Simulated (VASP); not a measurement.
# La2O3 (P321) in VASP: reference runs

How does La2O3 come out in PBE? The cell is run as given and disturbed.

All numbers are computed with VASP 6.6.1; they aren't measurements. Logs are shortened: lines on timing, memory, paths and dates and some standing lists are left out, and cuts for length are marked.

## Step 1: The structure

The structure is trigonal, space group P321 (No. 150). The conventional cell has a = 6.370 Å, b = 6.370 Å, c = 3.290 Å, α = 90.00°, β = 90.00°, γ = 120.00°. La (site symmetry 3) is surrounded by 6 O at 2.46 to 2.47 Å. O (site symmetry 2) has 4 La at 2.46 to 2.47 Å as nearest neighbours.

The cell comes from a database or a generator and needn't be the stable form of this composition.

## Step 2: Single point, PBE

File INCAR:

```
ALGO = Normal
EDIFF = 1E-7
ENCUT = 520
GGA = PE
ISIF = 2
ISMEAR = -1
LASPH = True
LCHARG = False
LREAL = False
LWAVE = False
NBANDS = 28
NELM = 60
PREC = Accurate
SIGMA = 0.05
```

File KPOINTS:

```
k-points
0
Gamma
  5 5 8
```

File POSCAR:

```
La2O3
1.0
    6.3702727145      0.0000000000      0.0000000000
   -3.1851363572      5.5168179998      0.0000000000
    0.0000000000      0.0000000000      3.2898942108
La O
2 3
Direct
    0.6666666667      0.3333333333      0.4981030000
    0.3333333333      0.6666666667      0.5018970000
    0.5046070000      0.0000000000      0.0000000000
    0.0000000000      0.5046070000      0.0000000000
    0.4953930000      0.4953930000      0.0000000000
```

Potentials or basis: VASP PAW PBE potentials, release 64 (La, O).

Command:

```console
$ cat potpaw_PBE.64/La/POTCAR potpaw_PBE.64/O/POTCAR > POTCAR
$ mpirun -np 1 vasp_std > vasp.out
```

OUTCAR:

```text
EDIFF = 1E-7
   ENCUT = 520
   GGA = PE
   ISIF = 2
   ISMEAR = -1
   LASPH = True
   LREAL = False
   NELM = 60
   PREC = Accurate

 ion  position               nearest neighbor table
   1  0.667  0.333  0.498-   3 2.46   4 2.46   5 2.46   3 2.47   4 2.47   5 2.47   2 3.68   2 3.68
                             2 3.68
   2  0.333  0.667  0.502-   4 2.46   3 2.46   5 2.46   4 2.47   3 2.47   5 2.47   1 3.68   1 3.68
                             1 3.68
   3  0.505  0.000  0.000-   1 2.46   2 2.46   1 2.47   2 2.47
   4  0.000  0.505  0.000-   2 2.46   1 2.46   2 2.47   1 2.47
   5  0.495  0.495  0.000-   2 2.46   1 2.46   2 2.47   1 2.47

  LATTYP: Found a hexagonal cell.
 ALAT       =     6.3702727145
 C/A-ratio  =     0.5164447989

  Lattice vectors:

 A1 = (   6.3702727145,   0.0000000000,   0.0000000000)
 A2 = (  -3.1851363572,   5.5168179998,   0.0000000000)
 A3 = (   0.0000000000,   0.0000000000,   3.2898942108)

Analysis of symmetry for initial positions (statically):
=====================================================================
 Subroutine PRICEL returns:
 Original cell was already a primitive cell.

 Routine SETGRP: Setting up the symmetry group for a
 hexagonal supercell.

 Subroutine GETGRP returns: Found  6 space group operations
 (whereof  6 operations were pure point group operations)
 out of a pool of 24 trial point group operations.

The static configuration has the point symmetry D_3 .

Analysis of symmetry for dynamics (positions and initial velocities):
=====================================================================
 Subroutine PRICEL returns:
 Original cell was already a primitive cell.

 Routine SETGRP: Setting up the symmetry group for a
 hexagonal supercell.

 Subroutine GETGRP returns: Found  6 space group operations
 (whereof  6 operations were pure point group operations)
 out of a pool of 24 trial point group operations.

The dynamic configuration has the point symmetry D_3 .

 Subroutine INISYM returns: Found  6 space group operations
 (whereof  6 operations are pure point group operations),
 and found     1 'primitive' translations

----------------------------------------------------------------------------------------

                                     Primitive cell

  volume of cell :     115.6188
[... 94 lines left out ...]
   NELM   =     60;   NELMIN=  2; NELMDL= -5     # of ELM steps
   EDIFF  = 0.1E-06   stopping-criterion for ELM
   LREAL  =      F    real-space projection
   EDIFFG = 0.1E-05   stopping-criterion for IOM
   NSW    =      0    number of steps for IOM
   IBRION =     -1    ionic relax: 0-MD 1-quasi-New 2-CG
   NFREE  =      0    steps in history (QN), initial steepest desc. (CG)
   ISIF   =      2    stress and relaxation
   ISYM   =      2    0-nonsym 1-usesym 2-fastsym
   POTIM  = 0.5000    time-step for ionic-motion
   TEBEG  =    0.0;   TEEND  =   0.0 temperature during run
   PSTRESS=    0.0 pullay stress
   NELECT =      40.0000    total number of electrons
   NUPDOWN=      -1.0000    fix difference up-down
   EMIN   =  10.00;   EMAX   =-10.00  energy-range for DOS
   EFERMI =   0.00;   METHOD = LEGACY
   ISMEAR =    -1;   SIGMA  =   0.05  broadening in eV -4-tet -1-fermi 0-gaus
   EFERMI_NEDOS =   21; number of points for ismear=-14 and -15
   IALGO  =     38    algorithm
   IMIX   =      4    mixing-type and parameters
     AMIX     =   0.40;   BMIX     =  1.00
     AMIX_MAG =   1.60;   BMIX_MAG =  1.00
  volume/ion in A,a.u.               =      23.12       156.05
  Fermi-wavevector in a.u.,A,eV,Ry     =   1.149261  2.171788 17.970583  1.320801
  Thomas-Fermi vector in A             =   2.285931
   LORBIT       =      0    0 simple, 1 ext, 2 COOP (PROOUT), +10 PAW based schemes
   GGA     = PE    functional components
   LHFCALC =     F    Hartree Fock is set to
   AEXX    =    0.0000 exact exchange contribution
   IVDW    =     0    specifies the selected vdW correction
   LEPSILON=     F    determine dielectric tensor
   LRPA    =     F    only Hartree local field effects (RPA)
 non-spin polarized calculation
  energy-cutoff  :      520.00
  volume of cell :      115.62
 maximum number of plane-waves:      3140
 NGX is ok and might be reduce to    48
   NGX = 23   NGY = 23   NGZ = 13

 number of electron      40.0000000 magnetization

 Free energy of the ion-electron system (eV)
  ---------------------------------------------------
  ext. energy  EPLUGINS =         0.00000000
  ---------------------------------------------------
  free energy    TOTEN  =       -40.77803083 eV

  energy without entropy =      -40.77803083  energy(sigma->0) =      -40.77803083

 E-fermi :   3.9112     XC(G=0):  -8.2052

 val. band max:        3.0886585327   @ k =   0.0000   0.0000   0.5000
 cond. band min:       4.7311978899   @ k =   0.0000   0.0000   0.0000
 fundamental gap:      1.6425393572
 Fermi energy:         3.9111900206

 k-point     1 :       0.0000    0.0000    0.0000
  band No.  band energies     occupation
      1     -27.4609      2.00000
      2     -27.2718      2.00000
      3     -14.2505      2.00000
      4     -14.2505      2.00000
      5     -12.6589      2.00000
      6     -11.0100      2.00000
[... 733 lines left out ...]
     27       7.6891      0.00000
     28       7.7785      0.00000

 [... further k-points ...]

------------------------ aborting loop because EDIFF is reached ----------------------------------------

  FORCE on cell =-STRESS in cart. coord.  units (eV):
  Direction    XX          YY          ZZ          XY          YZ          ZX
  --------------------------------------------------------------------------------------
  -------------------------------------------------------------------------------------
  Total       -0.1474008     -0.1474008     -0.3619947     -0.0000000      0.0000000     -0.0000000
  in kB       -2.0425928     -2.0425928     -5.0163082     -0.0000000      0.0000000     -0.0000000
  external PRESSURE =      -3.0338312 kB  Pullay stress =       0.0000000 kB

 VOLUME and BASIS-vectors are now :
 -----------------------------------------------------------------------------
  energy-cutoff  :      520.00
  volume of cell :      115.62
      direct lattice vectors                 reciprocal lattice vectors
     6.370272715  0.000000000  0.000000000     0.156979151  0.090631955  0.000000000
    -3.185136357  5.516818000  0.000000000     0.000000000  0.181263910  0.000000000
     0.000000000  0.000000000  3.289894211     0.000000000  0.000000000  0.303961142

 POSITION                                       TOTAL-FORCE (eV/Angst)
 -----------------------------------------------------------------------------------
      3.18514      1.83894      1.63871         0.000000     -0.000000      0.010091
     -0.00000      3.67788      1.65119         0.000000      0.000000     -0.010091
      3.21448      0.00000      0.00000        -0.036289      0.000000      0.000000
     -1.60724      2.78382      0.00000         0.018145     -0.031427      0.000000
      1.57789      2.73299      0.00000         0.018145      0.031427      0.000000
 -----------------------------------------------------------------------------------
    total drift:                               -0.000001     -0.000001      0.000000

  FREE ENERGIE OF THE ION-ELECTRON SYSTEM (eV)
  ---------------------------------------------------
  free  energy   TOTEN  =       -40.7780308311 eV

  energy  without entropy=      -40.7780308298  energy(sigma->0) =      -40.77803083
```

OSZICAR:

```text
N       E                     dE             d eps       ncg     rms          rms(c)
DAV:   1     0.543166687856E+03    0.54317E+03   -0.15887E+04  1752   0.203E+03
DAV:   2     0.110775011439E+03   -0.43239E+03   -0.41080E+03  2380   0.340E+02
DAV:   3    -0.286375093341E+02   -0.13941E+03   -0.13488E+03  2780   0.225E+02
DAV:   4    -0.467959947703E+02   -0.18158E+02   -0.18006E+02  2896   0.808E+01
DAV:   5    -0.480638521700E+02   -0.12679E+01   -0.12667E+01  3084   0.241E+01    0.155E+01
DAV:   6    -0.413478675562E+02    0.67160E+01   -0.61094E+01  2712   0.398E+01    0.811E+00
DAV:   7    -0.410026337893E+02    0.34523E+00   -0.65271E+00  3376   0.232E+01    0.352E+00
DAV:   8    -0.407781969403E+02    0.22444E+00   -0.10181E+00  3032   0.801E+00    0.113E+00
DAV:   9    -0.407547974638E+02    0.23399E-01   -0.28062E-01  3208   0.395E+00    0.428E-01
DAV:  10    -0.407730783744E+02   -0.18281E-01   -0.26986E-02  2896   0.110E+00    0.138E-01
DAV:  11    -0.407770165830E+02   -0.39382E-02   -0.69382E-03  2568   0.560E-01    0.891E-02
DAV:  12    -0.407780090643E+02   -0.99248E-03   -0.13178E-03  2808   0.311E-01    0.521E-02
DAV:  13    -0.407780246684E+02   -0.15604E-04   -0.66887E-04  2912   0.152E-01    0.188E-02
DAV:  14    -0.407780288084E+02   -0.41400E-05   -0.90461E-05  2768   0.758E-02    0.433E-03
DAV:  15    -0.407780303925E+02   -0.15841E-05   -0.10934E-05  3240   0.241E-02    0.171E-03
DAV:  16    -0.407780307369E+02   -0.34436E-06   -0.87480E-07  2824   0.741E-03    0.627E-04
DAV:  17    -0.407780308311E+02   -0.94263E-07   -0.92170E-08  1952   0.294E-03
   1 F= -.40778031E+02 E0= -.40778031E+02  d E =-.137755E-08
```

stdout:

```text
POSCAR found type information on POSCAR LaO
 POSCAR found :  2 types and       5 ions
 scaLAPACK will be used
 LDA part: xc-table for (Slater+PW92), standard interpolation
 POSCAR, INCAR and KPOINTS ok, starting setup
 FFT: planning ... GRIDC
 FFT: planning ... GRID_SOFT
 FFT: planning ... GRID
 WAVECAR not read
 entering main loop
```

Run time: 2.3 min. Hardware: 1 thread of Intel Xeon Platinum 8488C (Sapphire Rapids), shared host; peak memory 0.27 GiB.

Results:

```yaml
Free_energy: -40.7780 eV
Pressure: -0.3 GPa
Largest_force: 0.036 eV/Å
Band_gap_on_the_k_mesh: 1.64 eV, indirect (least direct gap 2.08 eV)
```

Forces in eV/Å, atoms in the order of the input:
```
La   0.000  0.000  0.010
La   0.000  0.000 -0.010
O   -0.036  0.000  0.000
O    0.018 -0.031  0.000
O    0.018  0.031  0.000
```

Stress tensor (GPa, compression positive):
```
-0.20  0.00  0.00
 0.00 -0.20  0.00
 0.00  0.00 -0.50
```

Caveat: spin-orbit coupling is left out, which moves the levels of the heavy elements; an odd mesh through Γ misses points on the zone boundary, where band edges often lie.

## Step 3: Single point, PBE (atoms moved at random, drawn with an rms of 0.05 Å)

File INCAR:

```
PREC = Accurate
ENCUT = 520
EDIFF = 1E-7
ISMEAR = -1
SIGMA = 0.05
LREAL = False
LASPH = True
NELM = 60
ALGO = Normal
ISIF = 2
LWAVE = False
LCHARG = True
GGA = PE
LELF = True
LVHAR = True
NBANDS = 28
```

File KPOINTS:

```
regular mesh
0
Gamma
  5 5 8
```

File POSCAR:

```
La2O3
1.0
    6.3702727145      0.0000000000      0.0000000000
   -3.1851363572      5.5168179998      0.0000000000
    0.0000000000      0.0000000000      3.2898942108
La O
2 3
Direct
    0.6631620000      0.3187910000      0.5085620000
    0.3356230000      0.6741470000      0.4968110000
    0.4984920000     -0.0050260000      0.0118160000
   -0.0036830000      0.5047740000     -0.0053610000
    0.4962820000      0.4996890000     -0.0035430000
```

Potentials or basis: VASP PAW PBE potentials, release 64 (La, O).

Command:

```console
$ cat potpaw_PBE.64/La/POTCAR potpaw_PBE.64/O/POTCAR > POTCAR
$ mpirun -np 1 vasp_std > vasp.out
```

OUTCAR:

```text
PREC = Accurate
   ENCUT = 520
   EDIFF = 1E-7
   ISMEAR = -1
   LREAL = False
   LASPH = True
   NELM = 60
   ISIF = 2
   GGA = PE

 ion  position               nearest neighbor table
   1  0.663  0.319  0.509-   3 2.42   3 2.44   4 2.44   4 2.50   5 2.50   5 2.55   2 3.56
   2  0.336  0.674  0.497-   3 2.38   3 2.45   5 2.47   5 2.48   4 2.49   4 2.50   1 3.56
   3  0.498  0.995  0.012-   2 2.38   1 2.42   1 2.44   2 2.45
   4  0.996  0.505  0.995-   1 2.44   2 2.49   2 2.50   1 2.50
   5  0.496  0.500  0.996-   2 2.47   2 2.48   1 2.50   1 2.55

  LATTYP: Found a hexagonal cell.
 ALAT       =     6.3702727145
 C/A-ratio  =     0.5164447989

  Lattice vectors:

 A1 = (   6.3702727145,   0.0000000000,   0.0000000000)
 A2 = (  -3.1851363572,   5.5168179998,   0.0000000000)
 A3 = (   0.0000000000,   0.0000000000,   3.2898942108)

Analysis of symmetry for initial positions (statically):
=====================================================================
 Subroutine PRICEL returns:
 Original cell was already a primitive cell.

 Routine SETGRP: Setting up the symmetry group for a
 hexagonal supercell.

 Subroutine GETGRP returns: Found  1 space group operations
 (whereof  1 operations were pure point group operations)
 out of a pool of 24 trial point group operations.

The static configuration has the point symmetry C_1 .

Analysis of symmetry for dynamics (positions and initial velocities):
=====================================================================
 Subroutine PRICEL returns:
 Original cell was already a primitive cell.

 Routine SETGRP: Setting up the symmetry group for a
 hexagonal supercell.

 Subroutine GETGRP returns: Found  1 space group operations
 (whereof  1 operations were pure point group operations)
 out of a pool of 24 trial point group operations.

The dynamic configuration has the point symmetry C_1 .

[... 117 lines left out ...]
   EMIN   =  10.00;   EMAX   =-10.00  energy-range for DOS
   EFERMI =   0.00;   METHOD = LEGACY
   ISMEAR =    -1;   SIGMA  =   0.05  broadening in eV -4-tet -1-fermi 0-gaus
   EFERMI_NEDOS =   21; number of points for ismear=-14 and -15
   IALGO  =     38    algorithm
   IMIX   =      4    mixing-type and parameters
     AMIX     =   0.40;   BMIX     =  1.00
     AMIX_MAG =   1.60;   BMIX_MAG =  1.00
  volume/ion in A,a.u.               =      23.12       156.05
  Fermi-wavevector in a.u.,A,eV,Ry     =   1.149261  2.171788 17.970583  1.320801
  Thomas-Fermi vector in A             =   2.285931
   LORBIT       =      0    0 simple, 1 ext, 2 COOP (PROOUT), +10 PAW based schemes
   GGA     = PE    functional components
   LHFCALC =     F    Hartree Fock is set to
   AEXX    =    0.0000 exact exchange contribution
   IVDW    =     0    specifies the selected vdW correction
   LEPSILON=     F    determine dielectric tensor
   LRPA    =     F    only Hartree local field effects (RPA)
 non-spin polarized calculation
  energy-cutoff  :      520.00
  volume of cell :      115.62
 maximum number of plane-waves:      3140
   NGX = 23   NGY = 23   NGZ = 13

 number of electron      40.0000002 magnetization

 Free energy of the ion-electron system (eV)
  ---------------------------------------------------
  ext. energy  EPLUGINS =         0.00000000
  ---------------------------------------------------
  free energy    TOTEN  =       -40.68600445 eV

  energy without entropy =      -40.68600445  energy(sigma->0) =      -40.68600445

 E-fermi :   3.9150     XC(G=0):  -8.2051

 val. band max:        3.0968798662   @ k =   0.0000   0.0000   0.5000
 cond. band min:       4.7285971057   @ k =   0.0000   0.0000   0.0000
 fundamental gap:      1.6317172395
 Fermi energy:         3.9150387547

 k-point     1 :       0.0000    0.0000    0.0000
  band No.  band energies     occupation
      1     -27.4874      2.00000
      2     -27.2634      2.00000
      3     -14.5787      2.00000
      4     -13.9815      2.00000
      5     -12.6268      2.00000
      6     -11.0492      2.00000
[... 733 lines left out ...]
     27       7.8091      0.00000
     28       7.8345      0.00000

 [... further k-points ...]
[... 5 lines left out ...]
  --------------------------------------------------------------------------------------
  -------------------------------------------------------------------------------------
  Total       -1.6308072      1.5277593     -0.0509837      0.4382727     -0.0666405      0.0293240
  in kB      -22.5987585     21.1707823     -0.7065021      6.0733234     -0.9234639      0.4063547
  external PRESSURE =      -0.7114928 kB  Pullay stress =       0.0000000 kB

 VOLUME and BASIS-vectors are now :
 -----------------------------------------------------------------------------
  energy-cutoff  :      520.00
  volume of cell :      115.62
      direct lattice vectors                 reciprocal lattice vectors
     6.370272715  0.000000000  0.000000000     0.156979151  0.090631955  0.000000000
    -3.185136357  5.516818000  0.000000000     0.000000000  0.181263910  0.000000000
     0.000000000  0.000000000  3.289894211     0.000000000  0.000000000  0.303961142

 POSITION                                       TOTAL-FORCE (eV/Angst)
 -----------------------------------------------------------------------------------
      3.20913      1.75871      1.67312        -0.385330      1.332067     -0.012365
     -0.00924      3.71915      1.63446         0.182336     -1.184052      0.064833
      0.00640      5.48909      0.03887         0.045425      0.224693     -0.134815
      4.73904      2.78475      3.27226         0.053687     -0.215523      0.057729
      1.56987      2.75669      3.27824         0.103881     -0.157185      0.024619
 -----------------------------------------------------------------------------------
    total drift:                                0.000189     -0.000091     -0.000027

  FREE ENERGIE OF THE ION-ELECTRON SYSTEM (eV)
  ---------------------------------------------------
  free  energy   TOTEN  =       -40.6860044538 eV

  energy  without entropy=      -40.6860044522  energy(sigma->0) =      -40.68600445
```

stdout:

```text
POSCAR found type information on POSCAR LaO
 POSCAR found :  2 types and       5 ions
 scaLAPACK will be used
 LDA part: xc-table for (Slater+PW92), standard interpolation
 POSCAR, INCAR and KPOINTS ok, starting setup
 FFT: planning ... GRIDC
 FFT: planning ... GRID_SOFT
 FFT: planning ... GRID
 WAVECAR not read
 entering main loop
```

Run time: 7.4 min. Hardware: 1 thread of Intel Xeon Platinum 8488C (Sapphire Rapids), shared host; peak memory 0.44 GiB.

Results:

- Free energy: -40.6860 eV
- Pressure: -0.1 GPa
- Largest force: 1.387 eV/Å
- Band gap on the k mesh: 1.63 eV, indirect (least direct gap 2.03 eV)

Forces in eV/Å, atoms in the order of the input:
```
La  -0.385  1.332 -0.012
La   0.182 -1.184  0.065
O    0.045  0.225 -0.135
O    0.054 -0.216  0.058
O    0.104 -0.157  0.025
```

Stress tensor (GPa, compression positive):
```
-2.26  0.61  0.04
 0.61  2.12 -0.09
 0.04 -0.09 -0.07
```

Levels at points of the mesh, in eV from the valence-band top:
| k point | band 16 | band 17 | band 18 | band 19 | band 20 | band 21 | band 22 | band 23 | band 24 | band 25 |
| --- | --- | --- | --- | --- | --- | --- | --- | --- | --- | --- |
| (0.00, 0.00, 0.00) | -1.70 | -1.03 | -0.84 | -0.57 | -0.40 | 1.63 | 3.45 | 3.98 | 4.03 | 4.69 |
| (0.00, 0.00, 0.50) | -1.41 | -1.20 | -1.02 | -0.18 | 0.00 | 4.24 | 4.24 | 4.31 | 4.39 | 4.44 |

Caveat: spin-orbit coupling is left out, which moves the levels of the heavy elements; an odd mesh through Γ misses points on the zone boundary, where band edges often lie.
